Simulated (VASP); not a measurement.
Crystal: GaAs.

```
Ga As
1.0
     0.00000    2.83140    2.83140
     2.83140    0.00000    2.83140
     2.83140    2.83140    0.00000
Ga As
1 1
Direct
  0.00000 0.00000 0.00000
  0.25000 0.25000 0.25000
```

Base run:

* Program: VASP 6.6.1
* Functional: PBE0
* Potentials or basis: VASP PAW PBE potentials, release 64 (Ga_d, As)
* Cutoff: 520 eV
* k mesh: 6 × 6 × 6
* Occupations: gaussian, width 0.03 eV
* Spin: no spin polarisation

Its results: band gap on the k mesh 1.98 eV, direct; pressure 0.4 GPa.

Q: The run is repeated on the same cell with these changes: functional from PBE0 to PBEsol; further incar settings from ALGO = Normal; EDIFF = 1e-07; NBANDS = 16 to ALGO = Fast; EDIFF = 1e-07; NBANDS = 16. What comes out?

A: Band gap on the k mesh 0.42 eV, direct; pressure 0.0 GPa.

Caveats: the PAW data sets were made with another functional, which shifts forces and pressure a little.
